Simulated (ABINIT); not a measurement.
# W (Im-3m) in ABINIT: a series of runs, part 2 of 2

ABINIT 10.8.3 (patched build).

### Step 3. Equation of state, PBE

Input file run.abi:

```
ndtset 7
getwfk -1
scalecart1 3*0.9795861087
scalecart2 3*0.9864848297
scalecart3 3*0.9932883884
scalecart4 3*1.0000000000
scalecart5 3*1.0066227096
scalecart6 3*1.0131594038
scalecart7 3*1.0196128224

pp_dirpath "./"
pseudos "W.upf"

acell 5.1791760466 5.1791760466 5.1791760466
rprim
    -0.5773502692     0.5773502692     0.5773502692
     0.5773502692    -0.5773502692     0.5773502692
     0.5773502692     0.5773502692    -0.5773502692
ntypat 1
znucl 74
natom 1
typat 1
xred
     0.0000000000     0.0000000000     0.0000000000

ecut 37.0

kptopt 1
ngkpt 12 12 12
nshiftk 1
shiftk 0.0 0.0 0.0

ixc 11

nband 11
occopt 3
tsmear 0.00183747

nstep 100
tolvrs 1.0e-10

iomode 3
prtwf 1
prtden 0
prteig 0
prtebands 0
enunit 1
```

Potentials or basis: PseudoDojo NC SR PBE v0.4 stringent.

Run with:

```bash
> abinit run.abi > log 2>&1
```

run.abo:

```text
.Version 10.8.3 of ABINIT
 DATASET    1 : space group Im -3 m (#229); Bravais cI (body-center cubic)
================================================================================
 Values of the parameters that define the memory need for DATASET  1.
     intxc =       0    ionmov =       0      iscf =       7    lmnmax =       8
     lnmax =       8     mgfft =      30  mpssoang =       4    mqgrid =    3001
     natom =       1  nloc_mem =       1    nspden =       1   nspinor =       1
    nsppol =       1      nsym =      48    n1xccc =    2501    ntypat =       1
    occopt =       3   xclevel =       2
       mpw =        1101          nfft =       27000          nkpt =          72
================================================================================
================================================================================
[... 61 lines left out ...]
 DATASET    7 : space group Im -3 m (#229); Bravais cI (body-center cubic)
================================================================================
 Values of the parameters that define the memory need for DATASET  7.
     intxc =       0    ionmov =       0      iscf =       7    lmnmax =       8
     lnmax =       8     mgfft =      30  mpssoang =       4    mqgrid =    3001
     natom =       1  nloc_mem =       1    nspden =       1   nspinor =       1
    nsppol =       1      nsym =      48    n1xccc =    2501    ntypat =       1
    occopt =       3   xclevel =       2
       mpw =        1240          nfft =       27000          nkpt =          72
================================================================================
================================================================================

--------------------------------------------------------------------------------
------------- Echo of variables that govern the present computation ------------
--------------------------------------------------------------------------------
 -outvars: echo values of preprocessed input variables --------
            acell      5.1791760466E+00  5.1791760466E+00  5.1791760466E+00 Bohr
              amu      1.83850000E+02
             ecut      3.70000000E+01 Hartree
           enunit           1
           getwfk          -1
                       outvar_i_n : Printing only first  50 k-points.
              ixc          11
           jdtset        1    2    3    4    5    6    7
                       outvar_i_n : Printing only first  50 k-points.
         kptrlatt       12    0    0      0   12    0      0    0   12
          kptrlen1     6.08813869E+01
          kptrlen2     6.13101432E+01
          kptrlen3     6.17329851E+01
          kptrlen4     6.21501126E+01
          kptrlen5     6.25617147E+01
          kptrlen6     6.29679710E+01
          kptrlen7     6.33690517E+01
            natom           1
            nband          11
           ndtset           7
            ngfft          30      30      30
             nkpt          72
            nstep         100
             nsym          48
           ntypat           1
                       prtocc : prtvol=0, do not print more k-points.
           occopt           3
           prtden           0
        prtebands           0
           prteig           0
            rprim1    -5.6556430356E-01  5.6556430356E-01  5.6556430356E-01
                       5.6556430356E-01 -5.6556430356E-01  5.6556430356E-01
                       5.6556430356E-01  5.6556430356E-01 -5.6556430356E-01
            rprim2    -5.6954728199E-01  5.6954728199E-01  5.6954728199E-01
                       5.6954728199E-01 -5.6954728199E-01  5.6954728199E-01
                       5.6954728199E-01  5.6954728199E-01 -5.6954728199E-01
            rprim3    -5.7347531844E-01  5.7347531844E-01  5.7347531844E-01
                       5.7347531844E-01 -5.7347531844E-01  5.7347531844E-01
                       5.7347531844E-01  5.7347531844E-01 -5.7347531844E-01
            rprim4    -5.7735026920E-01  5.7735026920E-01  5.7735026920E-01
                       5.7735026920E-01 -5.7735026920E-01  5.7735026920E-01
                       5.7735026920E-01  5.7735026920E-01 -5.7735026920E-01
            rprim5    -5.8117389237E-01  5.8117389237E-01  5.8117389237E-01
                       5.8117389237E-01 -5.8117389237E-01  5.8117389237E-01
                       5.8117389237E-01  5.8117389237E-01 -5.8117389237E-01
            rprim6    -5.8494785453E-01  5.8494785453E-01  5.8494785453E-01
                       5.8494785453E-01 -5.8494785453E-01  5.8494785453E-01
                       5.8494785453E-01  5.8494785453E-01 -5.8494785453E-01
            rprim7    -5.8867373749E-01  5.8867373749E-01  5.8867373749E-01
                       5.8867373749E-01 -5.8867373749E-01  5.8867373749E-01
                       5.8867373749E-01  5.8867373749E-01 -5.8867373749E-01
          spgroup         229
           tolvrs      1.00000000E-10
           tsmear      1.83747000E-03 Hartree
            typat      1
                       outvars : Printing only first  50 k-points.
            znucl       74.00000

================================================================================

 chkinp: Checking input parameters for consistency, jdtset=   1.

 chkinp: Checking input parameters for consistency, jdtset=   2.
[... 33 lines left out ...]
 getcut: wavevector=  0.0000  0.0000  0.0000  ngfft=  30  30  30
         ecut(hartree)=     37.000   => boxcut(ratio)=   2.15949

--- Pseudopotential description ------------------------------------------------
- pspini: atom type   1  psp file is ./W.upf
12 -101130 3 -1 1396                          pspcod,pspxc,lmax,lloc,mmax
     nproj     2     2     2     2

   1.63903531E+02                                ecore*ucvol(ha*bohr**3)
--------------------------------------------------------------------------------

================================================================================

--- !BeginCycle
iteration_state: {dtset: 1, }
solver: {iscf: 7, nstep: 100, nline: 4, wfoptalg: 0, }
tolerances: {tolvrs: 1.00E-10, }
...
[... 931 lines left out ...]
-Cartesian components of stress tensor (GPa)         [Pressure= -1.1011E+01 GPa]
- sigma(1 1)=  1.10111901E+01  sigma(3 2)=  0.00000000E+00
- sigma(2 2)=  1.10111901E+01  sigma(3 1)=  0.00000000E+00
- sigma(3 3)=  1.10111901E+01  sigma(2 1)=  0.00000000E+00

== END DATASET(S) ==============================================================
================================================================================

 -outvars: echo values of variables after computation  --------
            acell      5.1791760466E+00  5.1791760466E+00  5.1791760466E+00 Bohr
           etotal1    -7.5849277526E+01
           etotal2    -7.5851042718E+01
           etotal3    -7.5852237863E+01
           etotal4    -7.5852914429E+01
           etotal5    -7.5853119886E+01
           etotal6    -7.5852896238E+01
           etotal7    -7.5852283116E+01
            fcart1    -0.0000000000E+00 -0.0000000000E+00 -0.0000000000E+00
            fcart2    -0.0000000000E+00 -0.0000000000E+00 -0.0000000000E+00
            fcart3    -0.0000000000E+00 -0.0000000000E+00 -0.0000000000E+00
            fcart4    -0.0000000000E+00 -0.0000000000E+00 -0.0000000000E+00
            fcart5    -0.0000000000E+00 -0.0000000000E+00 -0.0000000000E+00
            fcart6    -0.0000000000E+00 -0.0000000000E+00 -0.0000000000E+00
            fcart7    -0.0000000000E+00 -0.0000000000E+00 -0.0000000000E+00
            rprim1    -5.6556430356E-01  5.6556430356E-01  5.6556430356E-01
                       5.6556430356E-01 -5.6556430356E-01  5.6556430356E-01
                       5.6556430356E-01  5.6556430356E-01 -5.6556430356E-01
[... 17 lines left out ...]
                       5.8867373749E-01  5.8867373749E-01 -5.8867373749E-01
           strten1    -9.6430467246E-04 -9.6430467246E-04 -9.6430467246E-04
                       0.0000000000E+00  0.0000000000E+00  0.0000000000E+00
           strten2    -6.8492807591E-04 -6.8492807591E-04 -6.8492807591E-04
                       0.0000000000E+00  0.0000000000E+00  0.0000000000E+00
           strten3    -4.3100293346E-04 -4.3100293346E-04 -4.3100293346E-04
                       0.0000000000E+00  0.0000000000E+00  0.0000000000E+00
           strten4    -2.0011465951E-04 -2.0011465951E-04 -2.0011465951E-04
                       0.0000000000E+00  0.0000000000E+00  0.0000000000E+00
           strten5     9.9483250112E-06  9.9483250112E-06  9.9483250112E-06
                       0.0000000000E+00  0.0000000000E+00  0.0000000000E+00
           strten6     2.0093090082E-04  2.0093090082E-04  2.0093090082E-04
                       0.0000000000E+00  0.0000000000E+00  0.0000000000E+00
           strten7     3.7426274396E-04  3.7426274396E-04  3.7426274396E-04
                       0.0000000000E+00  0.0000000000E+00  0.0000000000E+00
 Calculation completed.
```

It took 2.2 min on 1 thread of Arm Neoverse V1, shared host; peak memory 0.1 GiB.

Results:

```yaml
Equilibrium_volume: 16.15 Å³/atom
Bulk_modulus: 301 GPa
Pressure_derivative_of_the_bulk_modulus: 3.8
```

Energy against volume, from the lowest point:
| volume (Å³/atom) | energy (meV/atom) |
| --- | --- |
| 14.897 | 104.56 |
| 15.214 | 56.52 |
| 15.531 | 24.00 |
| 15.848 | 5.59 |
| 16.165 | 0.00 |
| 16.482 | 6.09 |
| 16.798 | 22.77 |

Caveat: pressures at fixed basis lie under the slope of the energies.

### Step 4. Equation of state, PBE

run.abi is that of step 3.

Potentials or basis: PseudoDojo NC SR PBE v0.5 standard.

Run with:

```bash
> abinit run.abi > log 2>&1
```

run.abo:

```text
.Version 10.8.3 of ABINIT
 DATASET    1 : space group Im -3 m (#229); Bravais cI (body-center cubic)
================================================================================
 Values of the parameters that define the memory need for DATASET  1.
     intxc =       0    ionmov =       0      iscf =       7    lmnmax =       8
     lnmax =       8     mgfft =      30  mpssoang =       4    mqgrid =    3001
     natom =       1  nloc_mem =       1    nspden =       1   nspinor =       1
    nsppol =       1      nsym =      48    n1xccc =    2501    ntypat =       1
    occopt =       3   xclevel =       2
       mpw =        1101          nfft =       27000          nkpt =          72
================================================================================
================================================================================
[... 61 lines left out ...]
 DATASET    7 : space group Im -3 m (#229); Bravais cI (body-center cubic)
================================================================================
[... 1081 lines left out ...]
            fcart6    -0.0000000000E+00 -0.0000000000E+00 -0.0000000000E+00
            fcart7    -0.0000000000E+00 -0.0000000000E+00 -0.0000000000E+00
            rprim1    -5.6556430356E-01  5.6556430356E-01  5.6556430356E-01
                       5.6556430356E-01 -5.6556430356E-01  5.6556430356E-01
                       5.6556430356E-01  5.6556430356E-01 -5.6556430356E-01
[... 17 lines left out ...]
                       5.8867373749E-01  5.8867373749E-01 -5.8867373749E-01
           strten1    -9.6430467246E-04 -9.6430467246E-04 -9.6430467246E-04
                       0.0000000000E+00  0.0000000000E+00  0.0000000000E+00
           strten2    -6.8492807591E-04 -6.8492807591E-04 -6.8492807591E-04
                       0.0000000000E+00  0.0000000000E+00  0.0000000000E+00
           strten3    -4.3100293346E-04 -4.3100293346E-04 -4.3100293346E-04
                       0.0000000000E+00  0.0000000000E+00  0.0000000000E+00
           strten4    -2.0011465951E-04 -2.0011465951E-04 -2.0011465951E-04
                       0.0000000000E+00  0.0000000000E+00  0.0000000000E+00
           strten5     9.9483250112E-06  9.9483250112E-06  9.9483250112E-06
                       0.0000000000E+00  0.0000000000E+00  0.0000000000E+00
           strten6     2.0093090082E-04  2.0093090082E-04  2.0093090082E-04
                       0.0000000000E+00  0.0000000000E+00  0.0000000000E+00
           strten7     3.7426274396E-04  3.7426274396E-04  3.7426274396E-04
                       0.0000000000E+00  0.0000000000E+00  0.0000000000E+00
 Calculation completed.
```

Run time: 2.2 min. Hardware: 1 thread of Arm Neoverse V1, shared host; peak memory 0.1 GiB.

Results:

- Equilibrium volume: 16.15 Å³/atom
- Bulk modulus: 301 GPa
- Pressure derivative of the bulk modulus: 3.8

Energy against volume, from the lowest point:
| volume (Å³/atom) | energy (meV/atom) |
| --- | --- |
| 14.897 | 104.56 |
| 15.214 | 56.52 |
| 15.531 | 24.00 |
| 15.848 | 5.59 |
| 16.165 | 0.00 |
| 16.482 | 6.09 |
| 16.798 | 22.77 |

Caveat: pressures at fixed basis lie under the slope of the energies.

### Step 5. Summary

| potentials or basis | V0 of scaled cells (Å³/atom) | B0 (GPa) |
| --- | --- | --- |
| PseudoDojo NC SR PBE v0.4.1 standard | 16.15 | 301 |
| PseudoDojo NC SR PBE v0.4 stringent | 16.15 | 301 |
| PseudoDojo NC SR PBE v0.5 standard | 16.15 | 301 |

Alike in all rows: task equation of state; level PBE; no spin polarisation; cell as given; k mesh 12 × 12 × 12; cutoff (eV) 1007; smearing fermi-dirac 0.05 eV.

Caveats: pressures at fixed basis lie under the slope of the energies.

Absolute energies hang on the potentials; compare differences alone.
